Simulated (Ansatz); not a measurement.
## Ge under changes of volume

One of the cells (39.048 Å³/atom); the others are scaled copies at fixed shape and fractional positions:

```
Ge
1.0
     4.05040    0.00000    0.00000
    -2.02520    3.50775    0.00000
     0.00000    0.00000   10.99336
Ge
4
Direct
  0.66667 0.33333 0.41485
  0.33333 0.66667 0.91485
  0.00000 0.00000 0.47745
  0.00000 0.00000 0.97745
```

This isn't the form of Ge at room conditions, which is diamond.

- Program: Ansatz 0.2.0
- Functional: LDA
- Potentials or basis: all-electron LAPW, scalar-relativistic
- Cutoff: 296 eV (chosen from the basis error)
- Basis error allowed: 0.002 eV/atom
- k mesh: 8 × 8 × 3
- Occupations: fermi-dirac, width 0.05 eV
- Spin: no spin polarisation

| volume (Å³/atom) | energy over the lowest point (meV/atom) | pressure (GPa) | gap on the mesh (eV) | largest force (eV/Å) |
| --- | --- | --- | --- | --- |
| 36.705 | 0.00 | -0.8 | 0.70 | 0.122 |
| 37.486 | ? | ? | ? | ? |
| 38.267 | 13.97 | -2.0 | 0.68 | 0.228 |
| 39.048 | 25.05 | -2.5 | 0.56 | 0.274 |
| 39.829 | 38.41 | -2.9 | 0.44 | 0.316 |
| 40.610 | 53.77 | -3.3 | 0.34 | 0.356 |
| 41.391 | 70.90 | -3.6 | 0.25 | 0.395 |

Problem. What does the run at 37.486 Å³/atom give?

Solution. Energy over the lowest point 5.55 meV/atom; pressure -1.4 GPa; gap on the mesh 0.69 eV; largest force 0.177 eV/Å.

Worked out: A Birch-Murnaghan fit of order 3 (a polynomial in V^(-2/3)) to the other rows has its minimum at 35.86 Å³/atom, just outside them, with B0 = V·E''(V) = 36 GPa and B' = 4.9 at fixed shape and positions, which overstates the stiffness. It gives 5.50 meV/atom at 37.486 Å³/atom, against the run's 5.55, and -dE/dV = -1.4 GPa, against -1.4. A parabola through the other rows of the gap, of slope -1.89 eV per unit of ln V there, gives 0.69 eV, against the run's 0.69.

Energies are extrapolated to zero smearing.

Caveats: an odd mesh through Γ misses points on the zone boundary, where band edges often lie. Spin-orbit coupling on Ge is left out.
